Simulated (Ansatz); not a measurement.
GaN under changes of volume

One of the cells (11.444 Å³/atom); the others are scaled copies at fixed shape and fractional positions:

```
CELL_PARAMETERS angstrom
0.00000 2.25350 2.25350
2.25350 0.00000 2.25350
2.25350 2.25350 0.00000
ATOMIC_POSITIONS crystal
Ga 0.00000 0.00000 0.00000
N 0.25000 0.25000 0.25000
```

The cell is a database's computed one.

- Program: Ansatz 0.2.0
- Functional: PBEsol
- Potentials or basis: all-electron LAPW, scalar-relativistic
- Cutoff: 455 eV (chosen from the basis error)
- Basis error allowed: 0.0005 eV/atom
- k mesh: 10 × 10 × 10
- Occupations: fermi-dirac, width 0.05 eV
- Spin: no spin polarisation

| volume (Å³/atom) | energy over the lowest point (meV/atom) | pressure (GPa) | gap on the mesh (eV) |
| --- | --- | --- | --- |
| 10.757 | 21.56 | 11.9 | 2.07 |
| 10.986 | 8.08 | 7.1 | 1.94 |
| 11.215 | 1.12 | 2.8 | 1.81 |
| 11.444 | 0.00 | -1.1 | 1.68 |
| 11.673 | 4.13 | -4.6 | 1.55 |
| 11.902 | ? | ? | ? |
| 12.131 | 26.02 | -10.5 | 1.31 |

Question: What does the run at 11.902 Å³/atom give?

Answer: Energy over the lowest point 12.96 meV/atom; pressure -7.7 GPa; gap on the mesh 1.43 eV.

Worked out: A Birch-Murnaghan fit of order 3 (a polynomial in V^(-2/3)) to the other rows has its minimum at 11.37 Å³/atom with B0 = V·E''(V) = 188 GPa and B' = 4.4. It gives 12.96 meV/atom at 11.902 Å³/atom, against the run's 12.96, and -dE/dV = -7.7 GPa, against -7.7. A straight line through the other rows of the gap, of slope -6.35 eV per unit of ln V (its deformation potential), gives 1.43 eV, against the run's 1.43.

Energies are extrapolated to zero smearing.

Spin-orbit coupling on Ga is left out.
